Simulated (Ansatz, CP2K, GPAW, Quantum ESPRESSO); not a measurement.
## Mg: 5 runs at one level of theory

```
Mg
1.0
     3.20930    0.00000    0.00000
    -1.60465    2.77934    0.00000
     0.00000    0.00000    5.21030
Mg
2
Direct
  0.66667 0.33333 0.75000
  0.33333 0.66667 0.25000
```

Alike in all runs: task band structure; functional LDA; k mesh 10 × 10 × 5; occupations fermi-dirac, width 0.05 eV; no spin polarisation; no spin-orbit coupling. LDA stands for any of its common fits. Pressure is positive in compression and, in plane waves, holds the error of the finite cutoff, which Ansatz's Pulay term estimates and takes out.

```tsv
program and potentials	plane-wave cutoff (eV)	notes	pressure (GPa)
Ansatz, all-electron LAPW, scalar-relativistic	-	-	-2.37
GPAW, the program's PAW data sets (release 1.2.1) made for this functional	800	-	-2.40
Ansatz, JTH PAW LDA	870	Pulay term of +0.04 GPa included	-2.31
CP2K, GTH_POTENTIALS Mg GTH-PADE-q10; TZVP-MOLOPT-PBE-GTH basis	-	atomic basis	-1.41
Quantum ESPRESSO, PseudoDojo 0.4.1 SR LDA standard	1143	-	-2.31
```

The pressure spans -2.40 (GPAW, the program's PAW data sets (release 1.2.1) made for this functional) to -1.41 GPa (CP2K, GTH_POTENTIALS Mg GTH-PADE-q10; TZVP-MOLOPT-PBE-GTH basis), with all-electron results at -2.37. Rows in atomic bases carry the error of their basis and grid, which can be large.

Differences between rows come from potentials, basis sets and numerical settings, since the functional is the same but for its coding. Runs on potential files found faulty are left out.
